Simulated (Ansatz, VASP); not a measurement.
## Two plane-wave programs on Rh

```
CELL_PARAMETERS angstrom
0.00000 1.89785 1.89785
1.89785 0.00000 1.89785
1.89785 1.89785 0.00000
ATOMIC_POSITIONS crystal
Rh 0.00000 0.00000 0.00000
```

Alike in both runs: functional LDA; k mesh 7 × 7 × 7; occupations fermi-dirac, width 0.05 eV; no spin polarisation.

```csv
,VASP,Ansatz
version,VASP 6.6.1,Ansatz 0.2.0
potentials or method,"VASP PAW LDA potentials, release 64 (Rh_pv)",Ansatz PAW
plane-wave cutoff (eV),520,420
valence electrons in the cell,15,17
task,single point,projected density of states
```

|  | VASP | Ansatz | Ansatz less VASP |
| --- | --- | --- | --- |
| gap on the k mesh at the Fermi level (eV) | none | none | - |
| pressure (GPa) | -10.3 | -11.1 | -0.86 |

A gap of «none» marks a metal or a gap that the smearing closes. The two sets of potentials don't hold the same shells in valence.

Caveats: the k mesh is coarse (spacing up to 0.41 Å⁻¹), so the values aren't converged; the PAW data sets come from PBE, with cores solved anew for the run's functional, which leaves a small shift of forces and pressure (Ansatz); the density of states is complete only up to the lowest level of the last band computed (Ansatz).
